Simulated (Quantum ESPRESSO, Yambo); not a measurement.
# CdS (Hawleyite): G0W0 with Yambo, start to end, part 2 of 3

Wanted: ground state, empty states, screening and self-energy for CdS (Hawleyite).

Quantum ESPRESSO 7.5 and Yambo 5.3.0; PBE and many-body steps on it, plane waves. Known limits of the many-body steps: not at the basis limit; coarse k mesh.

So far. Step 2 (Ground state): The gap is direct, at Γ. Step 3 (Bands along the symmetry lines): The gap is 1.129 eV, as in the run before at this level.

## (4) Empty states on the mesh, 4×4×4 mesh, 284 bands

Level of this step: DFT, PBE with spin-orbit coupling, plane waves, norm-conserving pseudopotentials (Quantum ESPRESSO).

The sums over transitions need many empty states on a uniform mesh; this step solves for them.

pw.in reads:

```
&control
  calculation = 'nscf'
  prefix = 'x'
  outdir = 'o'
  pseudo_dir = 'pseudo'
/
&system
  ibrav = 0
  nat = 2
  ntyp = 2
  ecutwfc = 94.0
  nbnd = 284
  force_symmorphic = .true.
  noncolin = .true.
  lspinorb = .true.
/
&electrons
  conv_thr = 1e-9
  electron_maxstep = 80
  diago_full_acc = .true.
  diago_thr_init = 5e-6
/
ATOMIC_SPECIES
  Cd 112.41 Cd.upf
  S 32.06 S.upf
CELL_PARAMETERS angstrom
  -0.0000000000 2.9165000000 2.9165000000
  2.9165000000 -0.0000000000 2.9165000000
  2.9165000000 2.9165000000 -0.0000000000
ATOMIC_POSITIONS crystal
  Cd 0.0000000000 0.0000000000 0.0000000000
  S 0.2500000000 0.2500000000 0.2500000000
K_POINTS automatic
  4 4 4 0 0 0
```

Run with:

```console
> OMP_NUM_THREADS=1 mpirun -n 4 pw.x -nk 4 -in pw.in > pw.out
```

Log:

```text
[banner, memory and clock lines left out]
Program PWSCF v.7.5 starts

     Atomic positions and unit cell read from directory:
     o/x.save/

     Message from routine setup:
     using ibrav=0 with symmetry is DISCOURAGED, use correct ibrav instead

     G-vector sticks info

     bravais-lattice index     =            0
     lattice parameter (alat)  =       7.7943  a.u.
     unit-cell volume          =     334.8209 (a.u.)^3
     number of atoms/cell      =            2
     number of atomic types    =            2
     number of electrons       =        26.00
     number of Kohn-Sham states=          284
     kinetic-energy cutoff     =      94.0000  Ry
     charge density cutoff     =     376.0000  Ry
     Exchange-correlation= PBE
                           (   1   4   3   4   0   0   0)
     Non magnetic calculation with spin-orbit

     celldm(1)=   7.794277  celldm(2)=   0.000000  celldm(3)=   0.000000
     celldm(4)=   0.000000  celldm(5)=   0.000000  celldm(6)=   0.000000

     crystal axes: (cart. coord. in units of alat)
               a(1) = (  -0.000000   0.707107   0.707107 )
               a(2) = (   0.707107  -0.000000   0.707107 )
               a(3) = (   0.707107   0.707107  -0.000000 )

     reciprocal axes: (cart. coord. in units 2 pi/alat)
               b(1) = ( -0.707107  0.707107  0.707107 )
               b(2) = (  0.707107 -0.707107  0.707107 )
               b(3) = (  0.707107  0.707107 -0.707107 )
     Pseudo is Norm-conserving + core correction, Zval = 20.0
     Generated using ONCVPSP code by D. R. Hamann
     Using radial grid of 1368 points, 10 beta functions with:
     Pseudo is Norm-conserving + core correction, Zval =  6.0
     Generated using ONCVPSP code by D. R. Hamann
     Using radial grid of 1146 points, 10 beta functions with:
     Cd               20.00   112.41000     Cd( 1.00)
     S                 6.00    32.06000     S ( 1.00)

     24 Sym. Ops. (no inversion) found

   Cartesian axes

     site n.     atom                  positions (alat units)
         1        Cd     tau(   1) = (   0.0000000   0.0000000   0.0000000  )
         2        S      tau(   2) = (   0.3535534   0.3535534   0.3535534  )

     number of k points=     8
                       cart. coord. in units 2pi/alat
        k(    1) = (   0.0000000   0.0000000   0.0000000), wk =   0.0156250
        k(    2) = (   0.1767767   0.1767767  -0.1767767), wk =   0.1250000
        k(    3) = (  -0.3535534  -0.3535534   0.3535534), wk =   0.0625000
[...]
k(    7) = (  -0.7071068   0.0000000   0.0000000), wk =   0.0468750
        k(    8) = (  -0.7071068   0.3535534   0.0000000), wk =   0.0937500

     Dense  grid:    41151 G-vectors     FFT dimensions: (  50,  50,  50)

     The potential is recalculated from file :
     o/x.save/charge-density

     Starting wfcs are   28 randomized atomic wfcs +  256 random wfcs

     Band Structure Calculation

     End of band structure calculation

          k = 0.0000 0.0000 0.0000 (  5065 PWs)   bands (ev):

   -94.2993 -94.2993 -59.4112 -59.4112 -53.5944 -53.5944 -53.5944 -53.5944
    -5.3784  -5.3784  -0.9848  -0.9848  -0.9848  -0.9848  -0.4965  -0.4965
    -0.1187  -0.1187  -0.1187  -0.1187   6.9599   6.9599   7.0040   7.0040
[...]
[... 24 further rows ...]
[...]
105.2897 105.2897 105.2897 105.2898

          k = 0.1768 0.1768-0.1768 (  5156 PWs)   bands (ev):

[...]
[... 24 further rows ...]
[...]
107.3955 107.4068 107.4445 107.4445

          k =-0.3536-0.3536 0.3536 (  5168 PWs)   bands (ev):

[...]
37.0622  37.0622  40.1841  40.1841  40.3252  40.3252  40.6851  40.6851
     [... 24 further rows ...]
   104.8370 104.8370 106.0174 106.0174 106.9780 106.9780 106.9850 106.9850
   107.6341 107.6341 108.0446 108.0446

          k = 0.3536 0.0000 0.0000 (  5105 PWs)   bands (ev):

     [... further k-points ...]

     highest occupied, lowest unoccupied level (ev):     7.0040    8.1332

     XML data file, pseudopotentials, collected wavefunctions
```

Run time: 84 s. Hardware: 4 MPI ranks of Arm Neoverse V1, shared host; peak memory 1.2 GiB.

Numbers from this step:

```
gap                                                           : 1.129 eV
k of the valence top                                          : 0, 0, 0
k of the conduction bottom                                    : 0, 0, 0
least direct gap                                              : 1.129 eV
k points computed                                             : 8
lowest point of the top converged band, above the valence top : 98.2857 eV
```

On this mesh the gap is 1.129 eV.

## (5) Conversion and set-up

This step: Yambo 5.3.0; conversion and set-up on PBE with spin-orbit coupling, plane waves, norm-conserving pseudopotentials.

The states are converted to the many-body program's format and the q mesh is built.

Run with:

```console
> (cd o/x.save; p2y > p2y.log; mv SAVE ../..); yambo > setup.log
```

Log:

```text
 Yambo, version 5.3.0

 [02] CORE Variables Setup
 =========================

  [02.01] Unit cells
  ==================

  Cell kind             :  FCC
  Atoms in the cell     :  Cd  S
  number of Cd atoms    :  1
  number of S  atoms    :  1

  List of atomic masses
  Mass of Cd    :  112.4100
  Mass of S     :  32.06000

  List of atomic coordinates    : [cc]
  Cd1       :  0.000000  0.000000  0.000000  order 1
  S1       :  2.755693  2.755693  2.755693  order 2

  Alat factors          :  5.511386  5.511386  5.511386 [a.u.]
  Direct lattice volume :  334.8209 [a.u.]
  Direct lattice vectors:  A[ 1 ]  A[ 2 ]  A[ 3 ]
   A[ 1 ]: -0.000000  1.000000  1.000000  [iru]
  -0.000000  5.511386  5.511386  [cc]
   A[ 2 ]:  1.000000 -0.000000  1.000000  [iru]
   5.511386 -0.000000  5.511386  [cc]
   A[ 3 ]:  1.000000  1.000000 -0.000000  [iru]
   5.511386  5.511386 -0.000000  [cc]

  Recip. lattice volume :  0.740845 [a.u.]
  Recip. lattice vectors:  B[ 1 ]  B[ 2 ]  B[ 3 ]
   B[ 1 ]: -0.500000  0.500000  0.500000  [iku]
  -0.570019  0.570019  0.570019  [cc]
   B[ 2 ]:  0.500000 -0.500000  0.500000  [iku]
   0.570019 -0.570019  0.570019  [cc]
   B[ 3 ]:  0.500000  0.500000 -0.500000  [iku]
   0.570019  0.570019 -0.570019  [cc]

  [02.02] Symmetries
  ==================

  Inversion symmetry    : yes
  Spatial inversion     : no
  Inversion index       :  25
  K-space Time-reversal : yes
  Magnetic symmetries   : no
  Time-reversal derived K-space symmetries:   25   48
  Group table correct   : yes
  Symmetries units      :  [cc]

   [S  1]:   1.0000     -0.15363E-16 -0.15363E-16 -0.15363E-16   1.0000      0.15363E-16  0.15363E-16  0.15363E-16   1.0000
   [S  2]:  -1.0000      0.15363E-16 -0.15363E-16  0.15363E-16  -1.0000      0.15363E-16 -0.15363E-16 -0.15363E-16   1.0000
   [S  3]:  -1.0000     -0.15363E-16  0.15363E-16  0.15363E-16   1.0000     -0.15363E-16 -0.15363E-16  0.15363E-16  -1.0000
[...]
[S  9]: -0.15363E-16   1.0000     -0.15363E-16  0.15363E-16 -0.15363E-16   1.0000       1.0000      0.15363E-16  0.15363E-16
   [S 10]: -0.15363E-16  -1.0000      0.15363E-16  0.15363E-16  0.15363E-16  -1.0000       1.0000     -0.15363E-16 -0.15363E-16
     [... 36 further rows ...]
   [S*47]:   1.0000     -0.15363E-16  0.15363E-16 -0.15363E-16  0.15363E-16  -1.0000      0.15363E-16   1.0000     -0.15363E-16
   [S*48]:   1.0000      0.15363E-16 -0.15363E-16 -0.15363E-16 -0.15363E-16   1.0000      0.15363E-16  -1.0000      0.15363E-16

  [02.03] Reciprocal space
  ========================

  nG shells         :   388
  nG charge         :   41151
  nG WFs            :   6151
  nC WFs            :   5180
  G-vecs. in first 38 shells:  [ Number ]
     1    9   15   27   51   59   65   89  113
    137   169   181   229   259   283   307   331   339
    387   411   459   531   537   561   609   645   701
[...]
1139  1211
  ...
[...]
K/Q-points units:
  rlu = crystal or reduced units; cc = cartesian coordinates; iku = interal k-units

  K [1]          [rlu]:  0.000000  0.000000  0.000000
         WF components:   5065
  K [2]          [rlu]: -0.74775E-17 -0.74775E-17  0.25000
         WF components:   5156
  K [3]          [rlu]:  0.14955E-16  0.14955E-16 -0.50000
         WF components:   5168
  K [4]          [rlu]: -0.62139E-17  0.25000      0.25000
         WF components:   5105
  K [5]          [rlu]: -0.19138E-17  0.25000     -0.50000
         WF components:   5165
  [... 2 further k-points ...]
  K [8]          [rlu]:  0.250000 -0.500000 -0.250000
         WF components:   5180

  [02.05] Energies & Occupations
  ==============================

  [X] === General ===
  [X] Electronic Temperature                        :  0.000000  0.000000 [eV K]
  [X] Bosonic    Temperature                        :  0.000000  0.000000 [eV K]
  [X] Finite Temperature mode                       : no
  [X] El. density                                   :  0.52403E+24 [cm-3]
  [X] Fermi Level                                   :  7.004026 [eV]

  [X] === Gaps and Widths ===
  [X] Conduction Band Min                           :  1.129152 [eV]
  [X] Valence Band Max                              :  0.000000 [eV]
  [X] Filled Bands                                  :  26
  [X] Empty Bands                                   :   27  284
  [X] Direct Gap                                    :  1.129152 [eV]
  [X] Direct Gap localized at k                     :  1
  [X] Indirect Gap                                  :  1.129152 [eV]
  [X] Indirect Gap between kpts                     :  1  1
  [X] Last valence band width                       :  2.182374 [eV]
  [X] 1st conduction band width                     :  4.261208 [eV]

  E @ K [1]:  [eV]
  -101.3033 -101.3033  -66.4152  -66.4152  -60.5984  -60.5984  -60.5984  -60.5984
  -12.38244 -12.38244  -7.98878  -7.98878  -7.98878  -7.98878  -7.50052  -7.50052
   -7.12272     -7.12272     -7.12272     -7.12272    -0.440916E-1 -0.440916E-1 -0.176046E-7 -0.175427E-7
[...]
occ @ K [1]
[...]
E @ K [2]:  [eV]
[...]
occ @ K [2]
[...]
E @ K [3]:  [eV]
[...]
occ @ K [3]
[...]
E @ K [4]:  [eV]
[...]
occ @ K [4]
[...]
E @ K [5]:  [eV]
[...]
occ @ K [5]
[...]
[... 2 further k-points ...]
  E @ K [8]:  [eV]
[...]
occ @ K [8]
[...]
0.000000  0.000000  0.000000  0.000000  0.000000  0.000000  0.000000  0.000000
   0.000000  0.000000  0.000000  0.000000  0.000000  0.000000  0.000000  0.000000

 [03] Transferred momenta grid and indexing
 ==========================================

 IBZ Q-points                                      :   8
 BZ  Q-points                                      :   64

 K/Q-points units:
 rlu = crystal or reduced units; cc = cartesian coordinates; iku = interal k-units

 Q [1]          [rlu]:  0.000000  0.000000  0.000000
 Q [2]          [rlu]: -0.40681E-17 -0.40681E-17  0.25000
 Q [3]          [rlu]:  0.81362E-17  0.81362E-17 -0.50000
[...]
Q [7]          [rlu]:  0.12428E-16 -0.50000     -0.50000
 Q [8]          [rlu]:  0.250000 -0.500000 -0.250000

  [03.01] X indexes
  =================

   [03.01.01] Sigma indexes
   ========================

 [06] Game Over & Game summary
```

Run time: 3.6 s. Hardware: 1 MPI rank; peak memory 0.25 GiB.

[end of part 2 of 3]

[Paths, hosts, dates, memory and timing lines, banners, echoed tables and standing remarks are left out of the program output.]

[Logs are printed without paths, hosts, clocks, repeated set-up lines and the standing remarks that a program may print on its own settings, such as how far it seeks lower states.]

[Runs of the session that timed out or met a known fault of the program may be left out.]

[Hosts, paths, dates, database ids (printed as entryN), source tags and the programs' standing remarks are cut or masked in the printed files.]
